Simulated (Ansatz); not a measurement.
BeO (wurtzite)

```xyz
4
Lattice="2.6905 0.0000 0.0000 -1.3452 2.3300 0.0000 0.0000 0.0000 4.3699" Properties=species:S:1:pos:R:3 pbc="T T T"
Be     1.3452     0.7767     0.0063
Be     0.0000     1.5534     2.1913
O      1.3452     0.7767     2.7257
O      0.0000     1.5534     0.5408
```

The slice is a (-1 1 0 2) plane (indices of the conventional cell) through the point (0.333, 0.667, 0.124) (fractional), spanned by u = [110] and v = [1 -1 1] in vectors of this cell: u (2.69 Å) and v (6.39 Å, at 90° to u). It covers one period; positions are fractions (u, v).

All values below come from r2SCAN (plane waves to 500 eV, PAW, scalar-relativistic; Ansatz, a quantum-chemistry and plane-wave program). k mesh 14×14×8. These are valence fields of a PAW run, semicore shells included where kept as valence: close to a nucleus they are smooth pseudo fields. BeO was relaxed with its symmetry unable to fall.

Task: Around which element is the density of the highest valence band (whole band, smooth part) largest on this plane?

Result: O. Mean over a disc round each atom, of radius 0.45 times the shortest bond: O 0.226, Be 0.027 e/Å³.

Task: Sketch the electrostatic potential energy of an electron, from the cell's mean on this plane as a map.

Result: 
```
|xxxx:    :xxx|
|xxx  xxxx  xx|
|xx  xxxxxx  x|
|++- xxxxxx -+|
|#*- xxxxxx -*|
|##= xxxxxx =#|
|%#+. xxxx .+#|
|%%*=. xx .=*%|
|@%%*+-::-+*%%|
|@@@%#****#%@@|
|@@@@%%##%%@@@|
|@@@@%####%@@@|
|@@@%#*++*#%@@|
|@@%#+:..:+#%@|
|%#*+. xx .+*#|
|-++: xxxx :++|
|xx  xxxxxx  x|
|xxx xxxxxx xx|
|xxx xxxxxx xx|
|xx : xxxx : x|
|x +=:    :=+ |
|####+-::-+###|
|#%%%#****#%%%|
|%%%%%%%%%%%%%|
|%%%%%%%%%%%%%|
|##%%@@@@@@%%#|
|##%%@@@@@@%%#|
|+*#%@@@@@@%#*|
|xx #@@@@@@# x|
|xxx #@@@@# xx|
|xxxx*####*xxx|
|xxxx======xxx|
```
Scale: ten equal steps from 1.00 (start of ' ') to 9.37 (end of '@'), in the order ' .:-=+*#%@'. Values: electrostatic potential energy of an electron, from the cell's mean, in eV. The map has 13 points along u (one character each, u = 0 at the left) and 32 along v (v = 0 in the bottom row). Points within 0.7 Å of a nucleus are blanked (x), as the pseudised field means little there. Values under 1 eV are set to 1. The zero, the cell's mean, hangs on the PAW cores.
